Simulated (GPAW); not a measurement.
Crystal: TaSi2.

```
Ta Si
1.0
     4.78390    0.00000    0.00000
    -2.39195    4.14298    0.00000
     0.00000    0.00000    6.57000
Ta Si
3 6
Direct
  0.00000 0.50000 0.33333
  0.50000 0.50000 0.66667
  0.50000 0.00000 0.00000
  0.31794 0.15897 0.33333
  0.15897 0.84103 0.66667
  0.84103 0.68206 0.00000
  0.68206 0.84103 0.33333
  0.84103 0.15897 0.66667
  0.15897 0.31794 0.00000
```

Base run:

```yaml
Program: GPAW 26.7.0
Functional: PBEsol
Potentials_or_basis: PAW data sets generated in the run's folder for this functional
Cutoff: 600 eV
Basis: pw
k_mesh: 5 × 5 × 3
Occupations: fermi-dirac, width 0.05 eV
Spin: no spin polarisation
Hubbard_terms: Ta d U = 5 eV
```

Its results: band gap on the k mesh none (metal or under the smearing width); pressure 4.4 GPa; largest force 0.121 eV/Å.

Q: After a change of settings the same cell gave: band gap on the k mesh none (metal or under the smearing width); pressure 5.8 GPa; largest force 0.148 eV/Å. Which change was it?
A. hubbard terms from Ta d U = 5 eV to Ta d U = 4 eV
B. hubbard terms from Ta d U = 5 eV to Ta d U = 6 eV
C. hubbard terms from Ta d U = 5 eV to none

A: B.

Caveats: U without spin polarisation on a metal has little footing; the U is typed as a test and isn't derived for this compound.
